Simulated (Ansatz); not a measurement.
**MnO: equation of state with LDA**

The system is MnO.

```
Mn O
1.0
     0.00000    2.22391    2.22391
     2.22391    0.00000    2.22391
     2.22391    2.22391    0.00000
Mn O
1 1
Direct
  0.00000 0.00000 0.00000
  0.50000 0.50000 0.50000
```

The cell is a database's computed one.

| Item | Value |
| --- | --- |
| Program | Ansatz 0.2.0 |
| Task | equation of state |
| Functional | LDA |
| Potentials or basis | Ansatz PAW |
| Cutoff | 420 eV |
| Density cutoff | 1680 eV |
| k mesh | 10 × 10 × 10 |
| Occupations | fermi-dirac, width 0.05 eV |
| Spin | collinear spin, ferromagnetic start |
| Starting moments | [4.0, 0.0] μB |

```yaml
Equilibrium_volume: outside the volumes run
```

Energy against volume, from the lowest point:
| volume (Å³/atom) | energy (meV/atom) |
| --- | --- |
| 10.339 | 0.00 |
| 10.559 | 18.13 |
| 10.779 | 38.03 |
| 10.999 | 59.77 |
| 11.219 | 83.33 |
| 11.439 | 108.17 |
| 11.659 | 134.23 |

All runs of the series together: 11 s on 2 threads of Intel(R) Xeon(R) Platinum 8488C (Sapphire Rapids) (shared host).
